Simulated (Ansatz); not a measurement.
# WS2 in Ansatz: relaxation of cell and atoms with RPBE+D3(BJ)

Aim: the relaxation of cell and atoms of WS2 with RPBE+D3(BJ).

Program: Ansatz 0.2.0. These are calculated values, not measurements. Logs are shortened: lines on timing, memory, paths and dates and some standing lists are left out, and cuts for length are marked.

## 1. The slab as given

The cell holds a slab with vacuum, 12 atoms: a = 3.183 Å, b = 3.183 Å, c = 35.181 Å, α = 90.00°, β = 90.00°, γ = 120.00°.

## 2. Relaxation of cell and atoms, RPBE+D3(BJ)

input.yaml

```yaml
crystal:
  lattice:
    - [3.1831225544, 0.0, 0.0]
    - [-1.5915612772, 2.7566649955, 0.0]
    - [0.0, 0.0, 35.1805582101]
  atoms:
    - { symbol: W, position: [0.3333333333, 0.6666666667, 0.59231661] }
    - { symbol: W, position: [0.3333333333, 0.6666666667, 0.2234] }
    - { symbol: W, position: [0.6666666667, 0.3333333333, 0.7766] }
    - { symbol: W, position: [0.6666666667, 0.3333333333, 0.40768339] }
    - { symbol: S, position: [0.3333333333, 0.6666666667, 0.82114964] }
    - { symbol: S, position: [0.3333333333, 0.6666666667, 0.45202369] }
    - { symbol: S, position: [0.6666666667, 0.3333333333, 0.63662107] }
    - { symbol: S, position: [0.6666666667, 0.3333333333, 0.26774184] }
    - { symbol: S, position: [0.3333333333, 0.6666666667, 0.73225816] }
    - { symbol: S, position: [0.3333333333, 0.6666666667, 0.36337893] }
    - { symbol: S, position: [0.6666666667, 0.3333333333, 0.54797631] }
    - { symbol: S, position: [0.6666666667, 0.3333333333, 0.17885036] }
hamiltonian:
  xc: rpbe
  pseudopotentials: { kind: paw }
  dispersion: d3bj
kpoints:
  mp_grid: { grid: [10, 10, 1] }
scf:
  occupations: { method: fermi_dirac, width: 0.05 }
output:
  forces: true
  stress: true
  eigenvalues: true
  write_density: true
  write_potential: true
  elf: true
  volumetric_format: npy
relax:
  f_tol: 0.01
  max_steps: 40
  cell: { stress_tol: 0.05 }
```

Potentials or basis: Ansatz PAW.

Started as:

```console
$ ansatz run input.yaml --threads 4 --pin off --max-ram 11264MiB --backend cpu --events-out ev --progress --plain --runs-dir out
```

Output:

```text
Warning: RAYON_NUM_THREADS=4 ignored (pool sized by the plan → 4); use --threads N
Engine: ansatz 0.2.0, x86_64-unknown-linux-gnu
Pseudopotentials: kind: paw
Pseudopotential: W, paw, valence charge 14, recommended cutoff 420 eV (normal), W.paw.azcp
Pseudopotential: S, paw, valence charge 6, recommended cutoff 420 eV (normal), S.paw.azcp
Functional definition: RPBE
  parameter kappa = 0.804
  parameter beta = 0.06672455060314922
  exchange = rpbe_x(kappa = kappa, mu = beta*pi^2/3)
  correlation = pbe_c(beta = beta)
Crystal: 12 atoms, lattice volume = 308.702 Å³
Basis set: ecut = 420 eV, 6081 PW (Γ), exchange–correlation on 48×48×480 points (8 copies of the dense FFT grid, shifted against one another)
Bands: 64, of which v1, the nominal top of the filled ones, is band 52 counted from 1 (51 counted from 0)
Symmetry: 12 space group operations
Space group: P-3m1 (ITA 164), of the structure as read, at distance tolerance 6.8e-5 Å
k-points: 14 of 100
Non-local potential: W, projectors of the file, l = 0: 3, l = 1: 2, l = 2: 2, l = 3: 1
Non-local potential: S, projectors of the file, l = 0: 2, l = 1: 2, l = 2: 2
PAW form: soft (Blöchl's): semilocal exchange-correlation on the pseudo side does not see the compensation charge
PAW frozen core: W, regenerated for the run's functional, and the local potential with it (the file was generated under x = pbe(κ = 0.804, μ = 0.2195149727645171), c = pbe(β = 0.06672455060314922))
PAW frozen core: S, regenerated for the run's functional, and the local potential with it (the file was generated under x = pbe(κ = 0.804, μ = 0.2195149727645171), c = pbe(β = 0.06672455060314922))
PAW one-centre angular grid: W, 590 points (default); XC on 64 Gauss nodes
PAW one-centre angular grid: S, 110 points (default); XC on 64 Gauss nodes
[... 507 lines left out ...]
  atom   5  S     -0.00000000     0.00000000     0.00253832
  atom   6  S     -0.00000000    -0.00000000    -0.00060621
  atom   7  S      0.00000000     0.00000000     0.00232320
  atom   8  S      0.00000000     0.00000000    -0.00136049
  atom   9  S     -0.00000000    -0.00000000     0.00136049
  atom  10  S     -0.00000000    -0.00000000    -0.00232320
  atom  11  S      0.00000000     0.00000000     0.00060621
  atom  12  S      0.00000000     0.00000000    -0.00253832
  max |Σ_I F_I| component: 9.25e-18 eV/Å
--- Stress (GPa, compression-positive) ---
       -0.021179      -0.000000      -0.000000
       -0.000000      -0.021179      -0.000000
       -0.000000      -0.000000      -0.027892
  P = ⅓ Tr σ = -0.0234 GPa (-0.234 kbar)
--- Band table (eV; the first three rows and the last of 14) ---
  k-point 0: bands = ["-59.0110", "-59.0110", "-59.0110", "-59.0110", "-23.4489", "-23.4486", "-23.4486", "-23.4483", "-23.0716", "-23.0716", "-23.0716", "-23.0716", "-23.0713", "-23.0713", "-23.0713", "-23.0713", "-1.3367", "-1.0691", "-1.0686", "-0.5152", "0.0173", "0.8407", "0.8411", "1.4408", "6.4128", "7.3103", "7.3109", "8.6676", "10.3125", "11.8941", "11.8944", "12.0006", "12.0006", "12.0231", "12.0231", "12.0232", "12.0232", "12.0483", "12.0483", "13.3319", "13.3319", "13.3411", "13.4342", "13.4342", "13.4343", "13.4343", "13.5393", "13.5393", "14.6382", "15.3246", "15.3254", "15.6182", "17.6669", "17.6669", "17.8358", "17.8358", "17.8360", "17.8360", "17.9733", "17.9733", "18.0111", "18.0111", "18.1442", "18.1442"]
  k-point 1: bands = ["-59.0074", "-59.0074", "-59.0073", "-59.0073", "-23.4377", "-23.4374", "-23.4374", "-23.4372", "-23.1316", "-23.1316", "-23.1313", "-23.1313", "-23.0852", "-23.0852", "-23.0849", "-23.0849", "-1.1347", "-0.8722", "-0.8717", "-0.3096", "0.1290", "0.9384", "0.9388", "1.4996", "6.6581", "7.5137", "7.5142", "8.9152", "10.1146", "11.4763", "11.5041", "11.5042", "11.5715", "11.6956", "11.6960", "12.1857", "12.2212", "12.2214", "12.2656", "12.6573", "12.9989", "13.1159", "13.1160", "13.2292", "13.2877", "13.2878", "13.3968", "13.4370", "14.5814", "14.9419", "14.9422", "15.0435", "17.4499", "17.6412", "17.7285", "17.7289", "17.7418", "17.7419", "17.8222", "17.8836", "17.9592", "17.9593", "18.0241", "18.1919"]
  k-point 2: bands = ["-58.9978", "-58.9978", "-58.9978", "-58.9978", "-23.4082", "-23.4080", "-23.4079", "-23.4078", "-23.2861", "-23.2860", "-23.2857", "-23.2857", "-23.1206", "-23.1206", "-23.1203", "-23.1203", "-0.5623", "-0.3203", "-0.3198", "0.2597", "0.4475", "1.2090", "1.2093", "1.6592", "7.2915", "7.9918", "7.9924", "9.4511", "9.6265", "10.3390", "10.4010", "10.4012", "10.6737", "11.1460", "11.1463", "11.4112", "12.3153", "12.4076", "12.4078", "12.5805", "12.6481", "12.7810", "12.7810", "12.8344", "12.8654", "12.9163", "12.9164", "13.5210", "13.8622", "13.9196", "13.9725", "13.9725", "16.7828", "17.1517", "17.3081", "17.3082", "17.4581", "17.4585", "17.8509", "17.9024", "17.9323", "18.3856", "18.3859", "18.6582"]
  k-point 13: bands = ["-58.9686", "-58.9686", "-58.9686", "-58.9686", "-23.5486", "-23.5486", "-23.5482", "-23.5482", "-23.4234", "-23.4234", "-23.4231", "-23.4231", "-23.3176", "-23.3176", "-23.3174", "-23.3174", "1.9889", "2.0309", "2.0311", "2.1320", "2.1672", "2.2859", "2.2859", "2.3455", "8.0256", "8.1752", "8.1755", "8.2467", "8.3639", "8.4120", "8.4120", "8.5031", "9.6300", "9.6320", "9.6323", "9.8233", "9.9705", "9.9709", "10.0084", "10.4356", "10.5800", "11.0594", "11.6518", "11.6523", "11.9522", "11.9527", "12.3096", "12.7581", "14.1770", "14.4089", "14.4091", "14.7823", "16.5067", "17.2555", "17.3374", "17.3375", "17.5584", "17.7193", "17.7197", "18.6684", "18.8470", "18.9780", "18.9780", "19.0123"]
--- Relaxed structure (32 steps of the walk, 31 accepted, 1 SCFs on fresh bases) ---
  F+E_penalty+E_count = -48870.59644687 eV   max|allowed force component| = 2.538e-3 eV/Å   (the final SCF, on the basis selected at the relaxed cell)
  cell:  # Å, volume = 175.6185 Å³
    - [3.004184761092353, -1.3455068380154071e-33, 1.2620740755176888e-31]
    - [-1.5020923805461766, 2.6017003207680625, -5.915218119157521e-31]
    - [1.1208472111861519e-30, -6.091360243138335e-30, 22.4691297762908]
  atoms:
    - { symbol: W, position: [0.3333333333333333, 0.6666666666666666, 0.6249327834482566] }
    - { symbol: W, position: [0.3333333333333333, 0.6666666666666666, 0.12507669514184008] }
    - { symbol: W, position: [0.6666666666666666, 0.3333333333333333, 0.8749233048581601] }
    - { symbol: W, position: [0.6666666666666666, 0.3333333333333333, 0.375067216551743] }
    - { symbol: S, position: [0.3333333333333333, 0.6666666666666666, 0.9461919549804623] }
    - { symbol: S, position: [0.3333333333333333, 0.6666666666666666, 0.44632549942608696] }
    - { symbol: S, position: [0.6666666666666666, 0.3333333333333333, 0.6961922218834957] }
    - { symbol: S, position: [0.6666666666666666, 0.3333333333333333, 0.19634403025569988] }
    - { symbol: S, position: [0.3333333333333333, 0.6666666666666666, 0.8036559697443002] }
    - { symbol: S, position: [0.3333333333333333, 0.6666666666666666, 0.3038077781165045] }
    - { symbol: S, position: [0.6666666666666666, 0.3333333333333333, 0.5536745005739133] }
    - { symbol: S, position: [0.6666666666666666, 0.3333333333333333, 0.05380804501953796] }
```

v_z.tsv:

```text
# z_ang	v_es[eV]	v_tot[eV]
# format = ansatz-planar-average/11
# xc	rpbe
# density_cutoff_ev	1680
# datasets	W=:simpson_from_first_knot:soft:shift=332995	S=:simpson_from_first_knot:soft:shift=436211
# lattice	3.004184761	-0.000000000	0.000000000
# lattice	-1.502092381	2.601700321	-0.000000000
# lattice	0.000000000	-0.000000000	22.469129776
# sites	12
# site	74	0.000000000	1.734466881	14.041695813
# site	74	0.000000000	1.734466881	2.810364495
# site	74	1.502092381	0.867233440	19.658765281
# site	74	1.502092381	0.867233440	8.427433964
# site	16	0.000000000	1.734466881	21.260109830
# site	16	0.000000000	1.734466881	10.028545569
# site	16	1.502092381	0.867233440	15.642833383
# site	16	1.502092381	0.867233440	4.411679497
# site	16	0.000000000	1.734466881	18.057450280
# site	16	0.000000000	1.734466881	6.826296394
# site	16	1.502092381	0.867233440	12.440584207
# site	16	1.502092381	0.867233440	1.209019947
0.000000	1.755627e1	9.881692e0
0.140432	1.730567e1	9.439688e0
0.280864	1.649657e1	8.082860e0
0.421296	1.487308e1	5.692111e0
0.561728	1.238661e1	2.414041e0
0.702160	9.649984e0	-1.101302e0
[... 152 lines left out ...]
22.188266	1.649657e1	8.082860e0
22.328698	1.730567e1	9.439688e0
```

Wall time 2.3 min (4 threads of Intel Xeon 6975P-C (Granite Rapids), shared host); peak memory 0.96 GiB.

What came out:

- Free energy: -48870.5964 eV
- Relaxed volume: 14.63 Å³/atom
- Relaxed cell: a = 3.004 Å, b = 3.004 Å, c = 22.469 Å, α = 90.00°, β = 90.00°, γ = 120.00°
- Space group after relaxing (to 0.05 Å): P6_3/mmc (No. 194)
- Energy gained by relaxing: 208.6 meV/atom
- Ionic steps: 32
- Band gap on the k mesh: 0.34 eV, indirect (least direct gap 1.72 eV)

Forces in eV/Å, atoms in the order of the input:
```
W    0.000  0.000  0.002
W    0.000  0.000 -0.002
W    0.000  0.000  0.002
W    0.000  0.000 -0.002
S    0.000  0.000  0.003
S    0.000  0.000 -0.001
S    0.000  0.000  0.002
S    0.000  0.000 -0.001
S    0.000  0.000  0.001
S    0.000  0.000 -0.002
S    0.000  0.000  0.001
S    0.000  0.000 -0.003
```

The path:
```tsv
step	energy change (eV)	largest force (eV/Å)	volume (Å³)
1	0.0000	0.5845	308.70
2	-1.2833	0.2128	278.22
3	-1.6209	0.3182	261.37
4	-1.9047	0.1704	247.40
5	-1.9389	0.0837	243.56
6	-1.9397	0.0022	243.30
7	-1.9398	0.0070	243.02
8	-1.9410	0.0489	239.80
9	-1.9429	0.0794	235.57
10	-1.9456	0.0752	231.77
11	-1.9491	0.0389	228.30
12	-1.9527	0.0213	224.72
13	-1.9567	0.0517	221.12
14	-1.9616	0.0432	217.60
15	-1.9671	0.0966	214.19
16	-1.9745	0.0419	210.83
17	-1.9790	0.1940	207.95
18	-1.9934	0.0822	205.77
19	-2.0063	0.1052	201.25
20	-2.0264	0.0486	199.03
21	-2.0483	0.0546	196.16
22	-2.0748	0.0784	193.31
23	-2.1071	0.1037	190.55
24	-2.1466	0.1331	187.84
25	-2.1941	0.1659	185.25
26	-2.2565	0.2141	182.55
27	-2.3338	0.2512	179.91
28	-2.4252	0.2489	177.62
29	-2.4942	0.2194	175.24
30	-2.5121	0.0119	175.57
31	-2.5125	0.0022	175.62
32	-2.5027	0.0025	175.62
```

Final structure:
```
W S
1.0
     3.00418    0.00000    0.00000
    -1.50209    2.60170    0.00000
     0.00000    0.00000   22.46913
W S
4 8
Direct
  0.33333 0.66667 0.62493
  0.33333 0.66667 0.12508
  0.66667 0.33333 0.87492
  0.66667 0.33333 0.37507
  0.33333 0.66667 0.94619
  0.33333 0.66667 0.44633
  0.66667 0.33333 0.69619
  0.66667 0.33333 0.19634
  0.33333 0.66667 0.80366
  0.33333 0.66667 0.30381
  0.66667 0.33333 0.55367
  0.66667 0.33333 0.05381
```

Caveat: the volume moved by over 15 % at a fixed basis, so the end points are rough; the plane-wave basis is chosen anew once the cell has moved, so the energies of steps on either side of that aren't comparable; spin-orbit coupling is left out, which moves the levels of the heavy elements; the PAW data sets come from PBE, with cores solved anew for the run's functional, which leaves a small shift of forces and pressure.
